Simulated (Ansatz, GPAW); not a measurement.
Given: the input of a run of Ansatz 0.2.0 on Sb (Antimony). 

File input.yaml:

```yaml
crystal:
  lattice:
    - [2.1542, 1.2437279499, 3.758]
    - [-2.1542, 1.2437279499, 3.758]
    - [0.0, -2.4874558998, 3.758]
  atoms:
    - { symbol: Sb, position: [0.76651, 0.76651, 0.76651] }
    - { symbol: Sb, position: [0.23349, 0.23349, 0.23349] }
kpoints:
  mp_grid: { grid: [8, 8, 8] }
scf:
  occupations: { method: gaussian, width: 0.021 }
hamiltonian:
  xc: pbe
  pseudopotentials: { kind: all_electron, lapw: { basis_error: 0.001 } }
output:
  forces: true
  stress: true
  eigenvalues: true
```

Potentials or basis: all-electron LAPW, scalar-relativistic.

Launch:

```console
$ ansatz run input.yaml --threads 1 --pin off --max-ram 3072MiB --backend cpu --events-out ev --progress --plain --runs-dir out
```

Problem. Set up the same calculation for GPAW 26.7.0 (ASE script). Potentials or basis there: GPAW PAW data sets (gpaw-data 1.2.1), cutoff 600 eV.

Solution. As run (cutoffs and basis follow the program's own potentials, and thresholds, step limits or extra output files can differ):

run.py

```python
from ase.dft.bandgap import bandgap
from ase.io import read, write
from ase.units import GPa
from gpaw import GPAW, PW

atoms = read('POSCAR')

calc = GPAW(mode=PW(600),
            xc='PBE',
            kpts={'size': (8, 8, 8), 'gamma': True},
            occupations={'name': 'methfessel-paxton', 'order': 0, 'width': 0.020999999999999998},
            nbands=25,
            convergence={'density': 1e-05, 'energy': 1e-05},
            maxiter=150,
            txt='gpaw.txt')
atoms.calc = calc
energy = atoms.get_potential_energy()
forces = atoms.get_forces()
stress = atoms.get_stress()
calc.write('gs.gpw')
write('result.traj', atoms)
print(f'Energy: {energy:.6f} eV')
print('Forces (eV/A):')
print(forces.round(4))
print('Stress (GPa):', (stress / GPa).round(3))
print('Fermi level:', round(calc.get_fermi_level(), 4), 'eV')
print(f'Gap: {bandgap(calc)[0]:.4f} eV, direct: {bandgap(calc, direct=True)[0]:.4f} eV')
```

File POSCAR:

```
Sb
1.0
    2.1542000000      1.2437279499      3.7580000000
   -2.1542000000      1.2437279499      3.7580000000
    0.0000000000     -2.4874558998      3.7580000000
Sb
2
Direct
    0.7665100000      0.7665100000      0.7665100000
    0.2334900000      0.2334900000      0.2334900000
```

Potentials or basis: GPAW PAW data sets (gpaw-data 1.2.1), pw.

Run with:

```console
$ OMP_NUM_THREADS=1 python run.py
```

Both were run:

|  | Ansatz | GPAW |
| --- | --- | --- |
| Pressure | 2.7 GPa | 2.4 GPa |
| Largest force | 0.141 eV/Å | 0.125 eV/Å |

Where Ansatz's input types no cutoff or centring, it takes its own default and a Γ-centred mesh.

Pressure is positive in compression.
